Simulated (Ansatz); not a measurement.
Runs of Ansatz 0.2.0 on GaN. The structure is cubic, space group F-43m (No. 216). The conventional cell has a = 4.507 Å, b = 4.507 Å, c = 4.507 Å, α = 90.00°, β = 90.00°, γ = 90.00°. Around Ga (site symmetry -43m) lie 4 N at 1.95 Å. N (site symmetry -43m) is surrounded by 4 Ga at 1.95 Å. The cell is a database's computed one.

```tsv
task	level	spin	cell	k mesh	points for each segment of the path	gap on the mesh (eV)	pressure (GPa)	relaxed volume (Å³/atom)
band structure	HSE03	off	as given	5 × 5 × 5	4	(b)	(a)	-
single point	PBE0	SOC, no magnetisation	as given	4 × 4 × 4	-	3.71	-1.4	-
band structure	PBE0	off	as given	5 × 5 × 5	4	3.68	-1.4	-
relaxation of cell and atoms	HF	off	relaxed	5 × 5 × 5	-	10.55	0.0	11.41
relaxation of cell and atoms	HSE03	off	relaxed	5 × 5 × 5	-	(c)	0.0	11.40
```

Alike in all rows: potentials or basis Ansatz PAW; cutoff (eV) 420; smearing fermi-dirac 0.05 eV; the mesh is coarse, so values aren't converged.

**Question.** Fill in the values left out.

**Answer.** (a) -0.8; (b) 2.76; (c) 2.79.

Caveats: all runs use coarse meshes; the PAW data sets come from PBE, with cores solved anew for the run's functional, which leaves a small shift of forces and pressure; the thresholds are loose for stress (some runs); odd divisions of the mesh miss points on the zone boundary, where band edges often lie, so the gap on the mesh can be too wide (some runs); the plane-wave basis is chosen anew once the cell has moved, so the energies of steps on either side of that aren't comparable (some runs).

A k mesh can miss the band edges, and rows without SOC leave out spin-orbit coupling on Ga.
